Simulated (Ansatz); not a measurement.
Bulk crystal (GaAs) after relaxation:

```cif
data_structure
_symmetry_space_group_name_H-M 'F-43m'
_symmetry_Int_Tables_number 216
_cell_length_a 5.7454
_cell_length_b 5.7454
_cell_length_c 5.7454
_cell_angle_alpha 90.000
_cell_angle_beta 90.000
_cell_angle_gamma 90.000
_cell_volume 189.65
loop_
_atom_site_label
_atom_site_type_symbol
_atom_site_symmetry_multiplicity
_atom_site_Wyckoff_symbol
_atom_site_fract_x
_atom_site_fract_y
_atom_site_fract_z
_atom_site_occupancy
Ga1 Ga 4 a 0.00000 0.00000 0.00000 1
As1 As 4 c 0.25000 0.25000 0.25000 1
```

Miller indices refer to the conventional cell of F-43m (No. 216), a = 5.745 Å, b = 5.745 Å, c = 5.745 Å, α = 90.00°, β = 90.00°, γ = 90.00°. The bulk's gap is 0.16 eV.

Theory: Ansatz 0.2.0, DFT PBE, scalar-relativistic, plane waves, PAW. Cutoff 420 eV, Gaussian smearing of 0.05 eV, no spin polarisation. A dipole correction acts along the normal.

A relaxed slab with low-index faces, about a nanometre thick, has these properties:

| Quantity | Value |
| --- | --- |
| Surface energy (mean of both faces) | 1.10 J/m² |
| Gap of the slab on the mesh | none (metal or semimetal) |
| Work function | 3.53 eV (top), 5.80 eV (bottom) |
| Dipole of the slab along +c, per cell | 0.18 e·Å |

Problem. Which low-index plane was cut, and which atoms end it?

Solution. The (111) plane, with Ga in the top plane and As in the bottom one as cut, before relaxation. The planes from bottom to top: As, Ga, As, Ga, As, Ga, As, Ga.

Gaps are read on the k points sampled, so a band crossing between them can be missed.